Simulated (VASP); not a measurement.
Crystal: TiS2.

```xyz
3
Lattice="3.3585 0.0000 0.0000 -1.6792 2.9085 0.0000 0.0000 0.0000 5.5231" Properties=species:S:1:pos:R:3 pbc="T T T"
Ti    0.0000    0.0000    0.0000
S     0.0000    1.9390    1.4292
S     1.6792    0.9695    4.0939
```

Base run:

* Program: VASP 6.6.1
* Functional: PBE
* Potentials or basis: VASP PAW PBE potentials, release 64 (Ti_sv, S)
* Cutoff: 520 eV
* k mesh: 12 × 12 × 7
* Occupations: methfessel-paxton, width 0.1 eV
* Spin: no spin polarisation

Its results: pressure 3.7 GPa; largest force 0.012 eV/Å.

The run is repeated on the same cell with these changes: functional from PBE to LDA; potentials or basis from VASP PAW PBE potentials, release 64 (Ti_sv, S) to VASP PAW LDA potentials, release 64 (Ti_sv, S). What comes out?

Pressure -3.5 GPa; largest force 0.276 eV/Å.
